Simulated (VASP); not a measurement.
Wanted: the native input for a VASP 6.6.1 run.

- Task: band structure
- Functional: PBE
- Potentials or basis: VASP PAW PBE potentials, release 64 (Hg, Se)
- Cutoff: 520 eV
- k mesh: 6 × 6 × 6
- Occupations: fermi-dirac, width 0.05 eV
- Spin: spin-orbit coupling, no magnetisation
- Further INCAR settings: ALGO = Fast; EDIFF = 1e-07; NBANDS = 30

The system is HgSe.

```
Hg Se
1.0
     0.00000    3.03900    3.03900
     3.03900    0.00000    3.03900
     3.03900    3.03900    0.00000
Hg Se
1 1
Direct
  0.00000 0.00000 0.00000
  0.75000 0.75000 0.75000
```

The input as run:

POSCAR

```
HgSe
1.0
    0.0000000000      3.0390000000      3.0390000000
    3.0390000000      0.0000000000      3.0390000000
    3.0390000000      3.0390000000      0.0000000000
Hg Se
1 1
Direct
    0.0000000000      0.0000000000      0.0000000000
    0.7500000000      0.7500000000      0.7500000000
```

INCAR.step1

```
PREC = Accurate
ENCUT = 520
EDIFF = 1E-7
ISMEAR = -1
SIGMA = 0.05
LREAL = False
LASPH = True
NELM = 100
ALGO = Fast
ISIF = 2
LWAVE = False
LCHARG = True
MAGMOM = 0 0 0 0 0 0
LORBIT = 11
LSORBIT = True
GGA_COMPAT = False
GGA = PE
NBANDS = 30
```

KPOINTS.step1

```
regular mesh
0
Gamma
  6 6 6
```

INCAR.step2

```
PREC = Accurate
ENCUT = 520
EDIFF = 1E-7
ISMEAR = 0
SIGMA = 0.05
LREAL = False
LASPH = True
NELM = 100
ALGO = Fast
ISIF = 2
LWAVE = False
LCHARG = False
MAGMOM = 0 0 0 0 0 0
LORBIT = 11
LSORBIT = True
GGA_COMPAT = False
GGA = PE
NBANDS = 30
ICHARG = 11
```

KPOINTS.step2

```
path GXWKGLUWLK,UX
20
line-mode
reciprocal
 0.0000000000  0.0000000000  0.0000000000  G
 0.5000000000  0.0000000000  0.5000000000  X

 0.5000000000  0.0000000000  0.5000000000  X
 0.5000000000  0.2500000000  0.7500000000  W

 0.5000000000  0.2500000000  0.7500000000  W
 0.3750000000  0.3750000000  0.7500000000  K

 0.3750000000  0.3750000000  0.7500000000  K
 0.0000000000  0.0000000000  0.0000000000  G

 0.0000000000  0.0000000000  0.0000000000  G
 0.5000000000  0.5000000000  0.5000000000  L

 0.5000000000  0.5000000000  0.5000000000  L
 0.6250000000  0.2500000000  0.6250000000  U

 0.6250000000  0.2500000000  0.6250000000  U
 0.5000000000  0.2500000000  0.7500000000  W

 0.5000000000  0.2500000000  0.7500000000  W
 0.5000000000  0.5000000000  0.5000000000  L

 0.5000000000  0.5000000000  0.5000000000  L
 0.3750000000  0.3750000000  0.7500000000  K

 0.6250000000  0.2500000000  0.6250000000  U
 0.5000000000  0.0000000000  0.5000000000  X
```

Potentials or basis: VASP PAW PBE potentials, release 64 (Hg, Se).

Launch:

```console
$ cat potpaw_PBE.64/Hg/POTCAR potpaw_PBE.64/Se/POTCAR > POTCAR
$ cp INCAR.step1 INCAR
$ cp KPOINTS.step1 KPOINTS
$ mpirun -np 1 vasp_ncl > vasp.out
$ cp INCAR.step2 INCAR
$ cp KPOINTS.step2 KPOINTS
$ mpirun -np 1 vasp_ncl > vasp.out
```

Run time: 7.8 min on 1 thread of Intel(R) Xeon(R) Platinum 8259CL CPU @ 2.50GHz (Skylake/Cascade Lake), on a shared host, peak memory 0.64 GiB.
